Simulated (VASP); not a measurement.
BN (Qingsongite): single point with r2SCAN

**The experiment to reproduce.**

From a printed reference work, monograph, for a bulk crystal of BN at 300 K: band gap 6.4 eV (indirect).

BN (Qingsongite):

```
B N
1.0
     0.00000    1.80482    1.80482
     1.80482    0.00000    1.80482
     1.80482    1.80482    0.00000
B N
1 1
Cartesian
  0.0000 0.0000 0.0000
  0.9024 0.9024 0.9024
```

```json
{
 "Program": "VASP 6.6.1",
 "Task": "single point",
 "Functional": "r2SCAN",
 "Potentials or basis": "VASP PAW PBE potentials, release 64 (B, N)",
 "Cutoff": "520 eV",
 "k mesh": "8 × 8 × 8",
 "Occupations": "gaussian, width 0.01 eV",
 "Spin": "no spin polarisation",
 "Dipole correction": "no",
 "Further INCAR settings": "ALGO = Normal; EDIFF = 1e-07; NBANDS = 11"
}
```

```yaml
Pressure: 1.1 GPa
Band_gap_on_the_k_mesh: 4.98 eV, indirect (least direct gap 9.55 eV)
```

Levels at points of the mesh, in eV from the valence-band top:
```csv
k point,band 1,band 2,band 3,band 4,band 5,band 6,band 7,band 8
"(0.00, 0.00, 0.00)",-21.34,0.00,0.00,0.00,9.55,9.55,9.55,11.14
"(0.50, 0.00, 0.00)",-17.03,-11.13,-2.02,-2.02,10.85,11.49,11.49,16.45
"(0.50, 0.50, 0.00)",-15.60,-9.35,-5.12,-5.12,4.98,9.84,19.33,19.33
```

Wall time 17 s on 1 thread of Intel(R) Xeon(R) Platinum 8259CL CPU @ 2.50GHz (Skylake/Cascade Lake) (shared host), peak memory 0.12 GiB.

Measured gap of BN: 6.4 eV (indirect; 300 K; a printed reference work, monograph). This calculation gives 4.98 eV (-1.42 eV). The value is that of r2SCAN on a finite k mesh, which can miss the band edges, without temperature or zero-point motion.

Caveat: the PAW data sets were made with another functional, which shifts forces and pressure a little.
